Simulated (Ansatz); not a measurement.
Geometry optimisation in Ansatz: input, command and trajectory.

```yaml
crystal:
  lattice:
    - [3.4514335076, 0.0, 0.0]
    - [0.0, 3.4514335076, 0.0]
    - [0.0, 0.0, 6.4415042536]
  atoms:
    - { symbol: P, position: [0.784078909, 0.784078909, 0.0] }
    - { symbol: P, position: [0.715921091, 0.284078909, 0.5] }
    - { symbol: P, position: [0.215921091, 0.215921091, 0.0] }
    - { symbol: P, position: [0.284078909, 0.715921091, 0.5] }
basis:
  ecutwfc: 420
kpoints:
  mp_grid: { grid: [12, 12, 8] }
hamiltonian:
  xc: pbe
scf:
  occupations: { method: gaussian, width: 0.1 }
output:
  forces: true
  stress: true
  eigenvalues: true
relax:
  adjacent_minimum: "off"
  f_tol: 0.01
  max_steps: 60
  cell: { stress_tol: 0.1 }
```

```bash
ansatz run input.yaml --threads 1 --pin off --max-ram 2560MiB --backend cpu --events-out ev --progress --plain --runs-dir out
```

These are results of DFT PBE, scalar-relativistic, plane waves, PAW (Ansatz 0.2.0), not measurements.

Of 6 frames 5 are shown, positions in Å and forces in eV/Å; the SCF threshold varies from step to step. Steps run on the plane waves of an earlier cell, with a Pulay correction in the pressure. The basis is chosen afresh for the last frame, the zero of the energies, and at times for earlier ones too; energy and pressure step there, also at an unchanged geometry.

```xyz
4
Lattice="3.4514 0.0000 0.0000 0.0000 3.4514 0.0000 0.0000 0.0000 6.4415" Properties=species:S:1:pos:R:3:forces:R:3 pbc="T T T" step=1 free_energy_over_end_meV_per_atom=1.79 pressure_GPa=-0.47
P     2.7062    2.7062    0.0000    0.0128    0.0128    0.0000
P     2.4710    0.9805    3.2208   -0.0128    0.0128    0.0000
P     0.7452    0.7452    0.0000   -0.0128   -0.0128    0.0000
P     0.9805    2.4710    3.2208    0.0128   -0.0128    0.0000
4
Lattice="3.4469 0.0000 0.0000 0.0000 3.4469 0.0000 0.0000 0.0000 6.3626" Properties=species:S:1:pos:R:3:forces:R:3 pbc="T T T" step=2 free_energy_over_end_meV_per_atom=1.08 pressure_GPa=-0.14
P     2.7023    2.7023    0.0000   -0.0166   -0.0166    0.0000
P     2.4681    0.9788    3.1813    0.0166   -0.0166    0.0000
P     0.7446    0.7446    0.0000    0.0166    0.0166    0.0000
P     0.9788    2.4681    3.1813   -0.0166    0.0166    0.0000
4
Lattice="3.4415 0.0000 0.0000 0.0000 3.4415 0.0000 0.0000 0.0000 6.1511" Properties=species:S:1:pos:R:3:forces:R:3 pbc="T T T" step=3 free_energy_over_end_meV_per_atom=0.18 pressure_GPa=0.33
P     2.6961    2.6961    0.0000   -0.0321   -0.0321    0.0000
P     2.4661    0.9754    3.0755    0.0321   -0.0321    0.0000
P     0.7454    0.7454    0.0000    0.0321    0.0321    0.0000
P     0.9754    2.4661    3.0755   -0.0321    0.0321    0.0000
4
Lattice="3.4446 0.0000 0.0000 0.0000 3.4446 0.0000 0.0000 0.0000 6.0899" Properties=species:S:1:pos:R:3:forces:R:3 pbc="T T T" step=4 free_energy_over_end_meV_per_atom=0.02 pressure_GPa=0.23
P     2.6980    2.6980    0.0000   -0.0076   -0.0076    0.0000
P     2.4689    0.9757    3.0450    0.0076   -0.0076    0.0000
P     0.7466    0.7466    0.0000    0.0076    0.0076    0.0000
P     0.9757    2.4689    3.0450   -0.0076    0.0076    0.0000
4
Lattice="3.4530 0.0000 0.0000 0.0000 3.4530 0.0000 0.0000 0.0000 6.0756" Properties=species:S:1:pos:R:3:forces:R:3 pbc="T T T" step=6 free_energy_over_end_meV_per_atom=0.00 pressure_GPa=0.02
P     2.7064    2.7064    0.0000    0.0053    0.0053    0.0000
P     2.4731    0.9799    3.0378   -0.0053    0.0053    0.0000
P     0.7466    0.7466    0.0000   -0.0053   -0.0053    0.0000
P     0.9799    2.4731    3.0378    0.0053   -0.0053    0.0000
```

Time: 54 s on 1 thread of Intel(R) Xeon(R) Platinum 8259CL CPU @ 2.50GHz (Skylake/Cascade Lake), on a shared host, peak memory 0.48 GiB.

The cell holds layers, and where no dispersion correction was added their binding is poorly described.